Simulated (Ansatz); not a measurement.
A run of Ansatz 0.2.0:

Contents of input.yaml:

```yaml
crystal:
  lattice:
    - [-2.495898, 2.650863, 1.436947]
    - [2.495898, -2.650863, 1.436947]
    - [2.495898, 2.650863, -1.436947]
  atoms:
    - { symbol: Ge, position: [0.314057, 0.064057, 0.25] }
    - { symbol: Ge, position: [0.685943, 0.935943, 0.75] }
kpoints:
  mp_grid: { grid: [11, 11, 11] }
scf:
  occupations: { method: fermi_dirac, width: 0.05 }
hamiltonian:
  xc: pbesol
  pseudopotentials: { kind: all_electron, lapw: { basis_error: 0.001 } }
output: {}
phonons:
  method: fd
  supercell: [1, 1, 1]
```

Potentials or basis: all-electron LAPW, scalar-relativistic.

The run is started by

```console
$ ansatz run input.yaml --threads 1 --pin off --max-ram 3072MiB --backend cpu --events-out ev --progress --plain --runs-dir out
```

Hardware: 1 thread of Arm Neoverse V2, with other jobs on the host.

Q: How long does it take, and how much memory?

A: Run time: 5.8 min on 1 thread of Arm Neoverse V2, on a shared host, peak memory 0.8 GiB. Counts: scf iterations 30, plane waves 399, k points 216, bands 27.
